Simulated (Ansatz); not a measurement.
Rutile RuO₂, treated with rVV10 (plane waves, PAW; Ansatz, a quantum-chemistry and plane-wave program).

Numerical settings: plane-wave cutoff 520 eV, 12×12×18 k mesh (along the axes of the cell as run), Fermi–Dirac smearing 0.05 eV, no spin polarisation, scalar-relativistic PAW data made under PBE.

Energies at three volumes about the minimum:

```
V (Å³/atom)  E − E_lowest (meV/atom)
-----------  -----------------------
10.619                          3.46
10.836                          0.00
11.052                          3.20
```

Fit a parabola by hand: where is the minimum, and what is the bulk modulus?

Slopes: (0.00 − 3.46)/(10.836 − 10.619) = -15.945 and (3.20 − 0.00)/(11.052 − 10.836) = 14.815 meV/Å³. Curvature E″ = 2 × (14.815 − (-15.945))/(11.052 − 10.619) = 142.079 meV/Å⁶. From the middle of the first interval, the slope vanishes at V0 = 10.7275 − (-15.945)/142.079 = 10.840 Å³/atom. B = V0 E″ = 10.840 × 142.079 meV/Å³ × 0.1602 GPa per meV/Å³ = 247 GPa. The full Birch–Murnaghan fit to all volumes gives V0 = 10.836 Å³/atom and B0 = 246 GPa.

Shape and atoms are relaxed at each volume.

Measured, for comparison: bulk modulus 270 GPa (room temperature, no zero-point or thermal correction; as tabulated in LI and ZENG (2008), arXiv:0807.3251). Computed (rounded) less measured: bulk modulus -9 %.

Note: the bulk modulus comes from volumes at which shape and atoms were relaxed.
